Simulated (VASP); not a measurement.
**Si in VASP: how settings move the PBE single point**

The PBE single point of Si (lonsdaleite), under -3.0 % strain along z alone is repeated with altered inputs. Which of them can be trusted?

The runs shown are made with VASP 6.6.1. PAW datasets, plane waves. Computed at 0 K without zero-point motion; spin polarisation is off.

## 1. The structure to begin with

The cell comes from an earlier relaxation with r2SCAN in another program, then strained, with the atoms relaxed again.

Space group P6_3/mmc (No. 194), hexagonal; conventional cell a = 3.832 Å, c = 6.151 Å, 19.56 Å³ an atom. Near Si stand 4 Si at 2.32–2.34 Å.

Structure file:

```xyz
4
Lattice="3.8321 0.0000 0.0000 -1.9161 3.3187 0.0000 0.0000 0.0000 6.1510" Properties=species:S:1:pos:R:3 pbc="T T T"
Si    0.0000    2.2125   -0.0090
Si    1.9161    1.1062    3.0665
Si    0.0000    2.2125    2.3156
Si    1.9161    1.1062    5.3911
```

## 2. The reference run

File INCAR:

```
ENCUT = 520.000000
SIGMA = 0.020000
EDIFF = 1.00e-07
GGA = PE
PREC = Accurate
IBRION = -1
ISIF = 2
ISMEAR = -1
NBANDS = 16
NELM = 120
NSW = 0
LASPH = .TRUE.
LCHARG = .FALSE.
LWAVE = .FALSE.
LREAL = .FALSE.
```

File KPOINTS:

```
KPOINTS created by Atomic Simulation Environment
0
Gamma
12 12 4
0 0 0
```

File POSCAR:

```
Si
 1.0000000000000000
     3.8321295590073570    0.0000000000000000    0.0000000000000000
    -1.9160647795036785    3.3187215486936292    0.0000000000000000
     0.0000000000000000    0.0000000000000000    6.1509803545999997
 Si
   4
Cartesian
 -0.0000000000000000  2.2124810324624189 -0.0090271243245443
  1.9160647795036780  1.1062405162312094  3.0664630529754553
 -0.0000000000000000  2.2124810324624189  2.3156447572995438
  1.9160647795036780  1.1062405162312094  5.3911349345995427
```

A file KPOINTS_OPT adds named points for the levels; it doesn't enter the self-consistent loop.

Potentials: the recommended PBE PAW datasets, 16 valence electrons.

Started as:

```bash
$ mpirun -np 1 vasp_std
```

## 3. Variant 1

INCAR: that of step 2 with these lines changed.

```diff
@@ -9,3 +9,2 @@
 NBANDS = 16
-NELM = 120
 NSW = 0
@@ -15 +14,3 @@
 LREAL = .FALSE.
+IVDW = 12
+NELM = 56
```

KPOINTS is that of step 2.

POSCAR is that of step 2.

## 4. Variant 2

INCAR: that of step 2 with these lines changed.

```diff
@@ -8,3 +8,2 @@
 ISMEAR = -1
-NBANDS = 16
 NELM = 120
@@ -15 +14,2 @@
 LREAL = .FALSE.
+NBANDS = 20
```

File KPOINTS:

```
KPOINTS created by Atomic Simulation Environment
0
Gamma
18 18 6
0 0 0
```

POSCAR is that of step 2.

## 5. Variant 3

INCAR: that of step 2 with these lines changed.

```diff
@@ -3,3 +3,2 @@
 EDIFF = 1.00e-07
-GGA = PE
 PREC = Accurate
@@ -15 +14,3 @@
 LREAL = .FALSE.
+GGA = AM
+NELECT = 16.1
```

KPOINTS is that of step 2.

POSCAR is that of step 2.

Before running it: what results should come out? Wanted: for each run, changed; ending; energy change; pressure; electronic steps; usable.

The runs gave:

| run | changed | ending | energy change (meV/atom) | pressure (GPa) | gap on the mesh (eV; negative: overlap) | electronic steps | time | usable |
| --- | --- | --- | --- | --- | --- | --- | --- | --- |
| ref. | – | converged | 0 | 4.3 | 0.26 | 13 | 81 s | yes |
| 1 | IVDW = 12, NELM = 56 | converged | – | 1.7 | 0.26 | 13 | 49 s | yes |
| 2 | NBANDS = 20, mesh 18×18×6 | converged | 0.4 | 4.3 | 0.26 | 14 | 3.4 min | yes |
| 3 | GGA = AM, NELECT = 16.1 | converged | – | 4.4 | – | 14 | 67 s | no |

**Reading.** Of 3 altered inputs, 1 ended normally on a faulty or unsound input, 2 gave usable results. «NBANDS = 20, mesh 18×18×6» moves the energy by 0.4 meV/atom.
